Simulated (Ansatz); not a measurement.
Runs of Ansatz 0.2.0 on MgSi. It takes space group P4/mmm (No. 123, tetragonal). The conventional cell has a = 2.908 Å, b = 2.908 Å, c = 4.103 Å, α = 90.00°, β = 90.00°, γ = 90.00°. Around Si (site symmetry 4/mmm) lie 8 Mg at 2.90 Å and 4 Si at 2.91 Å. Mg (site symmetry 4/mmm) is surrounded by 8 Si at 2.90 Å and 4 Mg at 2.91 Å. The cell comes from a database or a generator and needn't be the stable form of this composition.

```tsv
task	level	potentials or basis	cell	k mesh	cutoff (eV)	smearing	basis error allowed	mesh quality	gap on the mesh (eV)	pressure (GPa)	V0 of scaled cells (Å³/atom)	relaxed volume (Å³/atom)	B0 (GPa)
relaxation of cell and atoms	BLYP+D4	all-electron LAPW, scalar-relativistic	relaxed	9 × 9 × 7	-	fermi-dirac 0.05 eV	0.001 eV/atom	not flagged	-	0.0	-	(c)	-
single point	PBEsol	all-electron LAPW, scalar-relativistic	as given	5 × 5 × 4	139	fermi-dirac 0.03 eV	0.001 eV/atom	coarse	none	-1.1	-	-	-
equation of state	PBEsol	all-electron LAPW, scalar-relativistic	as given	9 × 9 × 7	-	fermi-dirac 0.05 eV	0.001 eV/atom	not flagged	-	-	16.94	-	66
band structure	PBEsol	all-electron LAPW, scalar-relativistic	as given	9 × 9 × 7	139	fermi-dirac 0.05 eV	0.001 eV/atom	not flagged	-	-1.5	-	-	-
band structure	PBEsol	all-electron LAPW, non-relativistic	as given	9 × 9 × 7	139	fermi-dirac 0.05 eV	0.001 eV/atom	not flagged	-	(a)	-	-	-
density of states	PBEsol	all-electron PAW datasets made for the crystal	as given	9 × 9 × 7	160	fermi-dirac 0.05 eV	-	not flagged	none	-1.5	-	-	-
equation of state	LDA	all-electron LAPW, scalar-relativistic	as given	9 × 9 × 7	-	fermi-dirac 0.05 eV	0.001 eV/atom	not flagged	-	-	16.48	-	69
relaxation of cell and atoms	BLYP+D3(BJ)	all-electron LAPW, scalar-relativistic	relaxed	9 × 9 × 7	-	fermi-dirac 0.05 eV	0.001 eV/atom	not flagged	-	0.0	-	(b)	-
relaxation of cell and atoms	BLYP	all-electron LAPW, scalar-relativistic	relaxed	9 × 9 × 7	-	fermi-dirac 0.05 eV	0.001 eV/atom	not flagged	-	0.0	-	18.56	-
band structure	LDA	all-electron LAPW, scalar-relativistic	as given	9 × 9 × 7	140	fermi-dirac 0.05 eV	0.001 eV/atom	not flagged	-	-3.2	-	-	-
equation of state	PBEsol	all-electron LAPW, scalar-relativistic	as given	9 × 9 × 7	-	fermi-dirac 0.05 eV	0.0005 eV/atom	not flagged	-	-	16.94	-	66
single point	PBEsol	all-electron LAPW, scalar-relativistic	as given	9 × 9 × 7	139	gaussian 0.1 eV	0.001 eV/atom	not flagged	none	-1.5	-	-	-
```

Alike in all rows: no spin polarisation.

Task: Estimate the missing entries.

Result: (a) -1.6; (b) 16.31; (c) 17.35.

Caveats: some runs use coarse meshes; the cell was scaled at fixed shape and fractional positions, which overstates the stiffness of a crystal with free parameters, most of all of layers and chains (some runs); the k mesh is thin for a metal, which can move the energy by tens of meV per atom (some runs); the program warned that the printed levels may be off, so bands, gaps and densities of states are rough (some runs).

A k mesh can miss the band edges.

A gap of «none» marks a metal or a gap under the smearing width.

Not every run made on this cell is shown here.
